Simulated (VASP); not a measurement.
# Se (R-3m) in VASP: notebook, part 2 of 2

VASP 6.6.1.

## (4) Relaxation of cell and atoms, PBEsol, target pressure 30 GPa, at which the enthalpy is minimised

This run uses another cell than the first one, of 13.45 Å³/atom, 1.133 times its volume.

File INCAR:

```
SYSTEM = Se
PREC     = Accurate       ! precision mode
ENCUT    = 350            ! plane-wave cutoff, eV
EDIFF    = 1E-7           ! SCF threshold, eV
ISMEAR   = 0              ! smearing method
SIGMA    = 0.1            ! smearing width, eV
LREAL    = .FALSE.        ! projectors in reciprocal space
LASPH    = .TRUE.         ! aspherical terms in the spheres
NELM     = 100            ! most SCF steps
ALGO     = Fast           ! electronic algorithm
ISIF     = 3              ! what is computed and relaxed
LWAVE    = .FALSE.        ! write WAVECAR
LCHARG   = .FALSE.        ! write CHGCAR
GGA      = PS             ! functional
IBRION   = 2              ! ionic algorithm
NSW      = 80             ! ionic steps
EDIFFG   = -0.002         ! ionic threshold
PSTRESS  = 300.0
```

File KPOINTS:

```
Automatic mesh
0
G
  21 21 21
  0 0 0
```

File POSCAR:

```
Se                                      
1.0
    1.9716359572      1.1383253492      0.9985727055
   -1.9716359572      1.1383253492      0.9985727055
    0.0000000000     -2.2766506984      0.9985727055
  Se            
     1
Direct
     0.0000000000000000    0.0000000000000000    0.0000000000000000
```

Potentials or basis: VASP PAW PBE potentials, release 64 (Se).

On the command line:

```console
cat potpaw_PBE.64/Se/POTCAR > POTCAR
mpirun -np 1 vasp_std > vasp.out
```

OUTCAR:

```text
SYSTEM = Se
   PREC = Accurate
   ENCUT = 350
   EDIFF = 1E-7
   ISMEAR = 0
   LREAL = .FALSE.
   LASPH = .TRUE.
   NELM = 100
   ISIF = 3
   GGA = PS
   IBRION = 2
   NSW = 80
   EDIFFG = -0.002
   PSTRESS = 300.0

 ion  position               nearest neighbor table
   1  0.000  0.000  0.000-

  LATTYP: Found a trigonal (rhomboedric) cell.
 ALAT       =     2.4860169743
 COS(alpha) =    -0.2579844597

  Lattice vectors:

 A1 = (   1.9716359572,   1.1383253492,   0.9985727055)
 A2 = (  -1.9716359572,   1.1383253492,   0.9985727055)
 A3 = (   0.0000000000,  -2.2766506984,   0.9985727055)

Analysis of symmetry for initial positions (statically):
=====================================================================
 Subroutine PRICEL returns:
 Original cell was already a primitive cell.

 Routine SETGRP: Setting up the symmetry group for a
 trigonal (rhombohedral) supercell.

 Subroutine GETGRP returns: Found 12 space group operations
 (whereof 12 operations were pure point group operations)
 out of a pool of 12 trial point group operations.

The static configuration has the point symmetry D_3d.

Analysis of symmetry for dynamics (positions and initial velocities):
=====================================================================
 Subroutine PRICEL returns:
 Original cell was already a primitive cell.

 Routine SETGRP: Setting up the symmetry group for a
 trigonal (rhombohedral) supercell.

 Subroutine GETGRP returns: Found 12 space group operations
 (whereof 12 operations were pure point group operations)
 out of a pool of 12 trial point group operations.

The dynamic configuration has the point symmetry D_3d.

 Subroutine INISYM returns: Found 12 space group operations
 (whereof 12 operations are pure point group operations),
 and found     1 'primitive' translations

----------------------------------------------------------------------------------------

                                     Primitive cell

  volume of cell :      13.4470

  direct lattice vectors                    reciprocal lattice vectors
     1.971635957  1.138325349  0.998572705     0.253596511  0.146413911  0.333809778
    -1.971635957  1.138325349  0.998572705    -0.253596511  0.146413911  0.333809778
     0.000000000 -2.276650698  0.998572705     0.000000000 -0.292827823  0.333809778

  length of vectors
     2.486016974  2.486016974  2.486018071     0.444046385  0.444046385  0.444046283

  position of ions in fractional coordinates (direct lattice)
     0.000000000  0.000000000  0.000000000

  ion indices of the primitive-cell ions
   primitive index   ion index
                 1           1

----------------------------------------------------------------------------------------

 KPOINTS: Automatic mesh

Automatic generation of k-mesh.
 Grid dimensions read from file:
 generate k-points for:   21   21   21

 Generating k-lattice:

  Cartesian coordinates                     Fractional coordinates (reciprocal lattice)
     0.012076024  0.006972091  0.015895704     0.047619048  0.000000000  0.000000000
    -0.012076024  0.006972091  0.015895704     0.000000000  0.047619048  0.000000000
     0.000000000 -0.013944182  0.015895704     0.000000000  0.000000000  0.047619048

  Length of vectors
     0.021145066  0.021145066  0.021145061

  Shift w.r.t. Gamma in fractional coordinates (k-lattice)
     0.000000000  0.000000000  0.000000000

 Subroutine IBZKPT returns following result:
 ===========================================

 Found    891 irreducible k-points:

 Following reciprocal coordinates:
            Coordinates               Weight
  0.000000  0.000000  0.000000      1.000000
  0.047619 -0.000000  0.000000      6.000000
  0.095238  0.000000  0.000000      6.000000
  0.142857 -0.000000  0.000000      6.000000
  0.190476  0.000000  0.000000      6.000000
  0.238095 -0.000000  0.000000      6.000000
[... 16 lines left out ...]
 -0.428571  0.047619 -0.000000     12.000000
 -0.380952  0.047619 -0.000000     12.000000
 [... further k-points ...]
   k-points           NKPTS =    891   k-points in BZ     NKDIM =    891   number of bands    NBANDS=      7
   number of dos      NEDOS =    301   number of ions     NIONS =      1
   total plane-waves  NPLWV =   4096
   dimension x,y,z NGX =    16 NGY =   16 NGZ =   16
   dimension x,y,z NGXF=    32 NGYF=   32 NGZF=   32
   ions per type =               1
   NGX,Y,Z   is equivalent  to a cutoff of  10.70, 10.70, 10.70 a.u.
   NGXF,Y,Z  is equivalent  to a cutoff of  21.40, 21.40, 21.40 a.u.
 SYSTEM =  Se
   PREC   = accura    normal or accurate (medium, high low for compatibility)
   ISTART =      0    job   : 0-new  1-cont  2-samecut
   ICHARG =      2    charge: 1-file 2-atom 10-const
   ISPIN  =      1    spin polarized calculation?
   LNONCOLLINEAR =      F non collinear calculations
   LSORBIT =      F    spin-orbit coupling
   LASPH  =      T    aspherical Exc in radial PAW
   ENCUT  =  350.0 eV  25.72 Ry    5.07 a.u.   3.79  3.79  3.79*2*pi/ulx,y,z
   NELM   =    100;   NELMIN=  2; NELMDL= -5     # of ELM steps
   EDIFF  = 0.1E-06   stopping-criterion for ELM
   LREAL  =      F    real-space projection
   EDIFFG = -.2E-02   stopping-criterion for IOM
   NSW    =     80    number of steps for IOM
   IBRION =      2    ionic relax: 0-MD 1-quasi-New 2-CG
   NFREE  =      1    steps in history (QN), initial steepest desc. (CG)
   ISIF   =      3    stress and relaxation
   ISYM   =      2    0-nonsym 1-usesym 2-fastsym
   POTIM  = 0.5000    time-step for ionic-motion
   TEBEG  =    0.0;   TEEND  =   0.0 temperature during run
   PSTRESS=  300.0 pullay stress
   NELECT =       6.0000    total number of electrons
   NUPDOWN=      -1.0000    fix difference up-down
   EMIN   =  10.00;   EMAX   =-10.00  energy-range for DOS
   EFERMI =   0.00;   METHOD = LEGACY
   ISMEAR =     0;   SIGMA  =   0.10  broadening in eV -4-tet -1-fermi 0-gaus
   EFERMI_NEDOS =   21; number of points for ismear=-14 and -15
   IALGO  =     68    algorithm
   IMIX   =      4    mixing-type and parameters
     AMIX     =   0.40;   BMIX     =  1.00
     AMIX_MAG =   1.60;   BMIX_MAG =  1.00
  volume/ion in A,a.u.               =      13.45        90.74
  Fermi-wavevector in a.u.,A,eV,Ry     =   1.250981  2.364010 21.292469  1.564952
  Thomas-Fermi vector in A             =   2.384949
   LORBIT       =      0    0 simple, 1 ext, 2 COOP (PROOUT), +10 PAW based schemes
   GGA     = PS    functional components
   LHFCALC =     F    Hartree Fock is set to
   AEXX    =    0.0000 exact exchange contribution
   IVDW    =     0    specifies the selected vdW correction
   LEPSILON=     F    determine dielectric tensor
   LRPA    =     F    only Hartree local field effects (RPA)
 conjugate gradient relaxation of ions
 non-spin polarized calculation
 RMM-DIIS sequential band-by-band and
 Gauss-broadening in eV      SIGMA  =   0.10
  energy-cutoff  :      350.00
  volume of cell :       13.45
 maximum number of plane-waves:       209
   NGX =  7   NGY =  7   NGZ =  7

--------------------------------------- Ionic step        1  -------------------------------------------

 number of electron       5.9999996 magnetization

 Free energy of the ion-electron system (eV)
  ---------------------------------------------------
  ext. energy  EPLUGINS =         0.00000000
  ---------------------------------------------------
  free energy    TOTEN  =        -2.52010361 eV

  energy without entropy =       -2.51859772  energy(sigma->0) =       -2.51935067

 E-fermi :  11.5425     XC(G=0): -12.6280

 val. band max:       11.5416350956   @ k =   0.3810   0.2857   0.0952
 cond. band min:      11.5493944879   @ k =  -0.1429   0.4762   0.0952
 fundamental gap:      0.0077593923
 Fermi energy:        11.5424680106
[... 595 lines left out ...]
  energy  without entropy=       -3.3089557300  energy(sigma->0) =       -3.31008752

  enthalpy is  TOTEN    =        -0.2907692481 eV   P V=        3.0204500609

[... ionic steps 4 to 13 ...]

--------------------------------------- Ionic step       14  -------------------------------------------

 number of electron       5.9999994 magnetization

------------------------ aborting loop because EDIFF is reached ----------------------------------------
[... 69 lines left out ...]
--------------------------------------- Ionic step       16  -------------------------------------------

 number of electron       5.9999994 magnetization

 Free energy of the ion-electron system (eV)
  ---------------------------------------------------
  ext. energy  EPLUGINS =         0.00000000
  ---------------------------------------------------
  free energy    TOTEN  =        -3.33281860 eV

  energy without entropy =       -3.33021802  energy(sigma->0) =       -3.33151831

 E-fermi :   8.7503     XC(G=0): -11.7367

 val. band max:        8.7476555022   @ k =  -0.0952   0.1429   0.0476
 cond. band min:       8.7532440592   @ k =   0.4762   0.3810   0.1905
 fundamental gap:      0.0055885570
 Fermi energy:         8.7503244083
[... 272 lines left out ...]
  energy  without entropy=       -3.3302180217  energy(sigma->0) =       -3.33151831

  enthalpy is  TOTEN    =        -0.3190777206 eV   P V=        3.0137408765

 reached required accuracy - stopping structural energy minimisation
```

Wall time 72 s (1 thread of Intel Xeon 6975P-C (Granite Rapids), shared host); peak memory 0.19 GiB.

What came out:

- Free energy: -3.3328 eV
- Relaxed volume: 16.10 Å³/atom
- Relaxed cell: a = 2.605 Å, b = 2.605 Å, c = 2.605 Å, α = 102.90°, β = 102.90°, γ = 102.90°
- Space group after relaxing (to 0.05 Å): R-3m (No. 166)
- Energy change on relaxing (the enthalpy is what falls): -812.7 meV/atom
- Ionic steps: 16
- Pressure after relaxing: 30.0 GPa
- Band gap on the k mesh: none (metal or under the smearing width)

Step by step:
```tsv
step	energy change (eV)	largest force (eV/Å)	pressure (GPa)	volume (Å³)
1	0.0000	0.0000	74.99	13.45
2	-0.9639	0.0000	-7.95	22.22
3	-0.7911	0.0000	26.17	16.13
4	-0.7456	0.0000	29.37	15.87
5	-0.7362	0.0000	30.03	15.82
6	-0.7715	0.0000	30.32	15.91
7	-0.7897	0.0000	30.98	15.97
8	-0.7921	0.0000	31.16	15.99
9	-0.7930	0.0000	31.22	15.99
10	-0.8502	0.0000	27.54	16.30
11	-0.8123	0.0000	29.99	16.09
12	-0.8119	0.0000	30.02	16.09
13	-0.8120	0.0000	30.03	16.09
14	-0.8124	0.0000	30.02	16.09
15	-0.8132	0.0000	29.97	16.10
16	-0.8127	0.0000	30.00	16.10
```

Final structure:
```xyz
1
Lattice="2.0377 1.1765 1.1190 -2.0377 1.1765 1.1190 0.0000 -2.3529 1.1190" Properties=species:S:1:pos:R:3 pbc="T T T"
Se    0.0000    0.0000    0.0000
```

Levels at points of the mesh, in eV from the Fermi level:
| k point | band 1 | band 2 | band 3 | band 4 | band 5 | band 6 | band 7 |
| --- | --- | --- | --- | --- | --- | --- | --- |
| (0.00, 0.00, 0.00) | -18.96 | 2.05 | 4.11 | 4.11 | 9.45 | 9.45 | 11.34 |

Caveat: the cell is relaxed towards a set pressure, so the enthalpy falls and the energy may rise; the volume moved by over 15 % at a fixed basis, so the end points are rough; the PAW data sets were made with another functional, which shifts forces and pressure a little. Zero-point motion and thermal expansion aren't in these numbers.

## (5) Relaxation of cell and atoms, PBEsol, target pressure 30 GPa, at which the enthalpy is minimised

This run uses another cell than the first one, of 16.10 Å³/atom, 1.356 times its volume.

INCAR is that of step 4.

KPOINTS is that of step 4.

File POSCAR:

```
Se                                      
1.0
    2.0376658954      1.1764505632      1.1190186566
   -2.0376658954      1.1764505632      1.1190186566
    0.0000000000     -2.3529011264      1.1190186566
  Se            
     1
Direct
     0.0000000000000000    0.0000000000000000    0.0000000000000000
```

On the command line:

```console
cat potpaw_PBE.64/Se/POTCAR > POTCAR
mpirun -np 1 vasp_std > vasp.out
```

Wall time 15 s (1 thread of Intel Xeon 6975P-C (Granite Rapids), shared host); peak memory 0.16 GiB.

The run converged. Its results:

* Free energy: -3.3332 eV
* Relaxed volume: 16.09 Å³/atom
* Relaxed cell: a = 2.605 Å, b = 2.605 Å, c = 2.605 Å, α = 102.90°, β = 102.90°, γ = 102.90°
* Space group after relaxing (to 0.05 Å): R-3m (No. 166)
* Energy change on relaxing (the enthalpy is what falls): +0.4 meV/atom
* Ionic steps: 3
* Pressure after relaxing: 30.0 GPa
* Band gap on the k mesh: none (metal or under the smearing width)

The path:
```
step  energy change (eV)  largest force (eV/Å)  pressure (GPa)  volume (Å³)
   1              0.0000                0.0000           29.97        16.10
   2              0.0013                0.0000           30.06        16.09
   3              0.0004                0.0000           30.00        16.09
```

Final structure:
```
CELL_PARAMETERS angstrom
2.03756 1.17639 1.11897
-2.03756 1.17639 1.11897
0.00000 -2.35278 1.11897
ATOMIC_POSITIONS crystal
Se 0.00000 0.00000 0.00000
```

Levels at points of the mesh, in eV from the Fermi level:
```csv
k point,band 1,band 2,band 3,band 4,band 5,band 6,band 7
"(0.00, 0.00, 0.00)",-18.96,2.05,4.11,4.11,9.45,9.45,11.34
```

Caveat: the cell is relaxed towards a set pressure, so the enthalpy falls and the energy may rise; the PAW data sets were made with another functional, which shifts forces and pressure a little.
